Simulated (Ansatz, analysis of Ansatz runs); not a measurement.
# LaOF (R-3m), nudged elastic band: F_i by the interstitialcy path (q = −1), part 2 of 4

Aim: the barrier of one jump in LaOF (R-3m) at charge −1: F_i by the interstitialcy path. The model is a cell of 36 host atoms with 1 F put in; F is the atom that moves.

Ansatz 0.2.0; plane-wave PAW DFT, PBEsol; nudged elastic band between two relaxed defect structures at fixed charge in a uniform background.

So far: Starting point; Relaxation of the start point, charge −1.

### 3. Relaxation of the end point, charge −1

Level of this step: plane-wave PAW DFT, PBEsol; relaxation of all atoms of a defect supercell at fixed charge in a uniform background (Ansatz).

The end point is relaxed in the same cell and settings, so that the two energies compare.

qm1.end/input.yaml reads:

```yaml
crystal:
  lattice:
    - [-4.01323028, 6.95111875, 0.0]
    - [-12.03969085, 0.0, 0.0]
    - [-2.00661514, 1.15851979, 6.68937332]
  atoms:
    - { symbol: La, position: [0.12912111, 0.08608074, 0.22527337] }
    - { symbol: La, position: [0.37087889, 0.2472526, 0.77472663] }
[... 3 atom lines left out ...]
    - { symbol: F, position: [0.43550737, 0.29033824, 0.3869558] }
    - { symbol: La, position: [0.12912111, 0.41941407, 0.22527337] }
[... 3 atom lines left out ...]
    - { symbol: F, position: [0.25, 0.1667, 0.5] }
[... 8 atom lines left out ...]
    - { symbol: La, position: [0.87087889, 0.2472526, 0.77472663] }
[... 3 atom lines left out ...]
    - { symbol: F, position: [0.93550737, 0.29033824, 0.3869558] }
[... 1 atom line left out ...]
    - { symbol: La, position: [0.87087889, 0.58058593, 0.77472663] }
    - { symbol: O, position: [0.6884472, 0.4589648, 0.86931681] }
    - { symbol: O, position: [0.8115528, 0.5410352, 0.13068319] }
    - { symbol: F, position: [0.56449263, 0.37632842, 0.6130442] }
    - { symbol: F, position: [0.93550737, 0.62367158, 0.3869558] }
[... 4 atom lines left out ...]
    - { symbol: F, position: [0.56449263, 0.70966176, 0.6130442] }
[... 1 atom line left out ...]
    - { symbol: F, position: [1.064671, 0.376447, 0.611976] }
total_charge: -1
basis:
  ecutwfc: 420
  xc_grid: 2
hamiltonian:
  xc: pbesol
kpoints:
  mp_grid: { grid: [1, 1, 1] }
scf:
  occupations: { method: fixed }
  max_iter: 100
output:
  forces: true
relax:
  f_tol: 0.015
  max_steps: 70
  random_displacement: { amplitude: 0.03, seed: 434 }
```

Command:

```sh
$ ansatz run input.yaml --threads 4 --pin off --max-ram 7536MiB --backend cpu --events-out ev --progress --plain --runs-dir out
```

Numbers of over 12 decimals in the logs are rounded to 6 here.

Output:

```text
[...]
Crystal: 37 atoms, lattice volume = 559.829 Å³
Basis set: ecut = 420 eV, 10937 PW (Γ), exchange–correlation on 108×162×96 points (8 copies of the dense FFT grid, shifted against one another)
Bands: 185, of which v1, the nominal top of the filled ones, is band 148 counted from 1 (147 counted from 0)
Symmetry: 1 space group operations
k-points: 1
[...]
SCF iter   1: F=—  HF=-91134.497580 eV  |F-HF|=—  |Δ(HF+E_count)|=         —  Δρ=2.30e-2  dr2=2.14e0  ethr=1.77e-3  ⟨swp⟩=5.0  Hψ=656  notcnv=0  defer=32
[...]
SCF iter   8: F=-91133.961581 eV  HF=-91133.961577 eV  |F-HF|=3.90e-6  |Δ(HF+E_count)|=   1.28e-5  Δρ=2.37e-5  dr2=3.98e-6  ethr=1.90e-9  ⟨swp⟩=3.0  Hψ=766  notcnv=0
SCF 1 converged in 8 iterations: F = -91133.961581 eV  dr2 = 3.98e-6
[...]
- { symbol: La, position: [0.619380, 0.088472, 0.226733] }
    - { symbol: La, position: [0.879918, 0.243934, 0.772617] }
    - { symbol: O, position: [0.690357, 0.124639, 0.868672] }
    - { symbol: O, position: [0.808920, 0.207746, 0.130774] }
    - { symbol: F, position: [0.581572, 0.035389, 0.616864] }
    - { symbol: F, position: [0.917988, 0.296939, 0.382512] }
    - { symbol: La, position: [0.630431, 0.418106, 0.219707] }
    - { symbol: La, position: [0.869162, 0.583007, 0.775007] }
    - { symbol: O, position: [0.690072, 0.456420, 0.867808] }
    - { symbol: O, position: [0.813451, 0.540830, 0.128680] }
    - { symbol: F, position: [0.562339, 0.375979, 0.614397] }
    - { symbol: F, position: [0.935680, 0.624547, 0.385262] }
    - { symbol: La, position: [0.630180, 0.749454, 0.224374] }
    - { symbol: La, position: [0.868982, 0.914276, 0.779709] }
    - { symbol: O, position: [0.685896, 0.791592, 0.870720] }
    - { symbol: O, position: [0.809294, 0.875990, 0.131556] }
    - { symbol: F, position: [0.563768, 0.707812, 0.614114] }
    - { symbol: F, position: [0.937084, 0.956404, 0.384960] }
    - { symbol: F, position: [1.051718, 0.388460, 0.616129] }
[key lines of the parts left out:]
SCF converged after 5 iterations
Free energy (F): -91135.374184 eV
Fermi energy:    8.719613 eV
```

Elapsed: 48 s, on 4 threads of AMD EPYC 7R43, shared host; peak memory 0.73 GiB; 2.1 min of CPU time.

Step by step:

```
step  energy less that of the first step (eV)  largest force component (eV/Å)
   1                                   0.0000                          1.9444
   2                                  -1.0176                          1.1644
   3                                  -1.3457                          0.3109
   4                                  -1.2472                          0.4508
   5                                  -1.4083                          0.0827
   6                                  -1.4114                          0.0368
   7                                  -1.4073                          0.0802
   8                                  -1.4126                          0.0188
   9                                  -1.4126                          0.0110
```

Relaxation steps 4, 7 were tried and not accepted.

The atoms that moved most (Å, from the sites as typed, ahead of the random displacement, the mean shift of all atoms taken out):

```
atom      dx      dy      dz  length
  O3   0.015   0.005   0.157   0.158
  O4  -0.014  -0.005  -0.155   0.156
 F37  -0.109  -0.083   0.029   0.140
 F18   0.108   0.082  -0.023   0.137
  F6  -0.106   0.052  -0.059   0.132
  F5   0.105  -0.052   0.059   0.132
 F23   0.008   0.126   0.027   0.129
 F24  -0.008  -0.124  -0.028   0.128
```

Neighbours of F37 at the end:

```
atom  distance (Å)
La26         2.455
 La2         2.560
La20         2.568
 F11         2.571
 La7         2.609
 F30         2.683
 O27         2.791
  O9         2.818
```

This step gave:

| Property | Result |
| --- | --- |
| free energy | -91135.3742 eV |
| largest move from the ideal geometry of this structure, a common shift of the far atoms taken out | 0.1609 Å |

The relaxation gained 1.413 eV and ended with a largest force component of 0.011 eV/Å. The end lies within 1 meV of the start.

(Part 2 of 4 ends here.)

[Logs are printed without paths, hosts, clocks, repeated set-up lines and the standing remarks that a program may print on its own settings, such as how far it seeks lower states.]

[Hosts, paths, dates, database ids (printed as entryN), source tags and the programs' standing remarks are cut or masked in the printed files.]
